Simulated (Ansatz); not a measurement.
Runs of Ansatz 0.2.0 on Se. The structure is trigonal, space group P3_121 (No. 152). Conventional cell: a = 4.366 Å, b = 4.366 Å, c = 4.954 Å, α = 90.00°, β = 90.00°, γ = 120.00°. Se (site symmetry 2) has 2 Se at 2.37 Å as nearest neighbours. 

```csv
cell,gap on the mesh (eV),pressure (GPa)
relaxed to 20 GPa,-,20.0
relaxed to 5 GPa,0.72,5.0
relaxed,(a),0.0
relaxed to 30 GPa,-,30.0
relaxed to 10 GPa,-,10.0
```

Alike in all rows: task relaxation of cell and atoms; level PBEsol; potentials or basis all-electron LAPW, scalar-relativistic; no spin polarisation; k mesh 7 × 7 × 6; smearing fermi-dirac 0.05 eV; basis error allowed 0.002 eV/atom.

Problem. Fill in the values left out.

Solution. (a) 0.91.

Caveats: an odd mesh through Γ misses points on the zone boundary, where band edges often lie (some runs).

A k mesh can miss the band edges, and the runs leave out spin-orbit coupling on Se.
